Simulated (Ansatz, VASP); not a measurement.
# SnSe: VASP beside Ansatz

```
CELL_PARAMETERS angstrom
0.00000 3.01000 3.01000
3.01000 0.00000 3.01000
3.01000 3.01000 0.00000
ATOMIC_POSITIONS crystal
Sn 0.00000 0.00000 0.00000
Se 0.50000 0.50000 0.50000
```

Measurements of this composition are mostly on another form, of space group No. 62.

Alike in both runs: task relaxation of cell and atoms; functional PBEsol; k mesh 8 × 8 × 8; occupations fermi-dirac, width 0.02 eV; no spin polarisation.

|  | VASP | Ansatz |
| --- | --- | --- |
| version | VASP 6.6.1 | Ansatz 0.2.0 |
| potentials or method | VASP PAW PBE potentials, release 64 (Sn_d, Se) | PAW plane waves |
| plane-wave cutoff (eV) | 600 | 420 |
| valence electrons in the cell | 20 | 30 |

```tsv
	VASP	Ansatz	Ansatz less VASP
gap on the k mesh at the Fermi level, each at its own relaxed structure (eV)	0.75	0.75	0.000
relaxed volume (Å³/atom)	26.30	26.27	-0.031
relaxed cell length with the largest relative difference (Å)	4.206	4.204	-0.0016
energy change over the relaxation (meV/atom)	-6	-6	-0.4
```

The two sets of potentials don't hold the same shells in valence. Ansatz warned: «pseudo_functional_mismatch».

Caveats: the PAW data sets were made with another functional, which shifts forces and pressure a little (VASP); spin-orbit coupling is left out, which moves the levels of the heavy elements. A k mesh can miss the band edges.
